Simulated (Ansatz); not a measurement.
## Ga: pressure against volume per atom

All results are calculated (Ansatz 0.2.0). Periodic Kohn-Sham DFT of a crystal at fixed atoms; pressure and stress are positive in compression; the energy is the free energy less that of spherical unpolarised free atoms; site moments are those in the method's own spheres, positive along +z.

Cell of the first row (space group P6_3/mmc, No. 194):
```
cell vectors (Å)
   2.9501     0.0000     0.0000
  -1.4750     2.5549     0.0000
   0.0000     0.0000     4.7676
atoms (fractions of the cell vectors)
Ga  0.33333  0.66667  0.25000
Ga  0.66667  0.33333  0.75000
```

Settings of every row: method frozen-core PAW; functional PBE; relativity scalar; k mesh 18x18x10; filling fermi-dirac; smearing width 0.05 eV; wave cutoff 420 eV; paw set soft_2.

Atom start moment: 0 on all atoms.

Limits: the cell comes from a prototype or a list of computed structures and needn't be the stable phase.

| row | volume per atom (Å³) | pressure (GPa) |
| --- | --- | --- |
| 1 | 17.967 | 3.269 |
| 2 | 18.53 | 1.479 |
| 3 | 19.103 | -0.034 |
| 4 | 19.677 | ? |
| 5 | 20.25 | -2.348 |

Question: what pressure should row 4 give?

Worked fit of pressure. Take u = (V_r/V)^(2/3) − 1 with V_r = 18.817 Å³ an atom, which is twice the finite (Eulerian) strain; such expansions in the strain, on which the Birch-Murnaghan equation of state is built, carry the rest volume and the bulk modulus. The shown rows have u = 0.0313, 0.0103, -0.01001, -0.04775. Least squares give pressure = 0.6877 + 74.941 × u + 238.4 × u² GPa; a straight line predicts inner rows, each left out in turn, worse (root mean square 0.23 against 0.012 GPa). The rows lie off it by 0.002, -0.006, 0.005, -0.001 (root mean square 0.0041 GPa). The pressure vanishes at u = -0.0095, or V = 19.09 Å³ an atom, and there the bulk modulus at fixed shape and fractions is B = −V dP/dV = (2/3)(1 + u) dP/du = 46.5 GPa. Letting shape and atoms relax would as a rule lower it, by much in layered, chain or molecular crystals. The withheld row has u = -0.02935, so the fit gives 0.6877 + 74.941 × (-0.02935) + 238.4 × (-0.02935)² = -1.306 GPa.

The calculation gave -1.295 GPa. The fit lies 0.011 GPa (0.2 % of the column's range) below it; its largest miss of a shown row is 0.006 GPa.
